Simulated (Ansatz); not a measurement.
Crystal: Cd.

```
CELL_PARAMETERS angstrom
-1.78432 1.78432 1.78432
1.78432 -1.78432 1.78432
1.78432 1.78432 -1.78432
ATOMIC_POSITIONS crystal
Cd 0.00000 0.00000 0.00000
```

This isn't the form of Cd at room conditions, which is hcp.

```yaml
Program: Ansatz 0.2.0
Task: relaxation of cell and atoms
Functional: PBE
Potentials_or_basis: Ansatz PAW
Cutoff: "420 eV (not typed: the program's choice for these potentials)"
k_mesh: 10 × 10 × 10
Occupations: fermi-dirac, width 0.05 eV
Spin: no spin polarisation
```

At the start: volume 22.72 Å³/atom.

Task: How do energy, volume and symmetry change on relaxing?

Result: It ends after 4 steps and the volume is 23.45 Å³/atom (+3.2 %); space group Im-3m (No. 229, to 0.05 Å).

The path:
```csv
step,energy change (eV),largest force (eV/Å),volume (Å³)
1,0.0000,0.0000,22.72
2,-0.0022,0.0000,23.27
3,-0.0023,0.0000,23.45
4,-0.0026,0.0000,23.45
```

Final structure:
```cif
data_structure
_symmetry_space_group_name_H-M 'P 1'
_symmetry_Int_Tables_number 1
_cell_length_a 3.1230
_cell_length_b 3.1230
_cell_length_c 3.1230
_cell_angle_alpha 109.471
_cell_angle_beta 109.471
_cell_angle_gamma 109.471
_cell_volume 23.45
loop_
_atom_site_label
_atom_site_type_symbol
_atom_site_fract_x
_atom_site_fract_y
_atom_site_fract_z
_atom_site_occupancy
Cd1 Cd 0.00000 0.00000 0.00000 1
```

Caveat: the plane-wave basis is chosen anew once the cell has moved, so the energies of steps on either side of that aren't comparable.
